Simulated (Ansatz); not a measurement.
**Pt under changes of volume**

One of the cells (15.904 Å³/atom); the others are scaled copies at fixed shape and fractional positions:

```
Pt
1.0
    -1.58422    1.58422    1.58422
     1.58422   -1.58422    1.58422
     1.58422    1.58422   -1.58422
Pt
1
Direct
  0.00000 0.00000 0.00000
```

This isn't the form of Pt at room conditions, which is fcc.

* Program: Ansatz 0.2.0
* Functional: PBEsol
* Potentials or basis: all-electron LAPW, scalar-relativistic
* Cutoff: 298 eV (chosen from the basis error)
* Basis error allowed: 0.0005 eV/atom
* k mesh: 12 × 12 × 12
* Occupations: fermi-dirac, width 0.05 eV
* Spin: no spin polarisation

```tsv
volume (Å³/atom)	energy over the lowest point (meV/atom)	pressure (GPa)
14.950	3.09	4.7
15.268	0.00	-1.3
15.586	8.13	-6.6
15.904	26.09	-11.2
16.222	52.63	-15.3
16.540	86.65	-18.8
16.858	?	?
```

Task: What does the run at 16.858 Å³/atom give?

Result: Energy over the lowest point 127.18 meV/atom; pressure -21.8 GPa.

Worked out: A Birch-Murnaghan fit of order 3 (a polynomial in V^(-2/3)) to the other rows has its minimum at 15.19 Å³/atom with B0 = V·E''(V) = 279 GPa and B' = 5.4. It gives 127.20 meV/atom at 16.858 Å³/atom, against the run's 127.18, and -dE/dV = -21.9 GPa, against -21.8.

Energies are extrapolated to zero smearing.
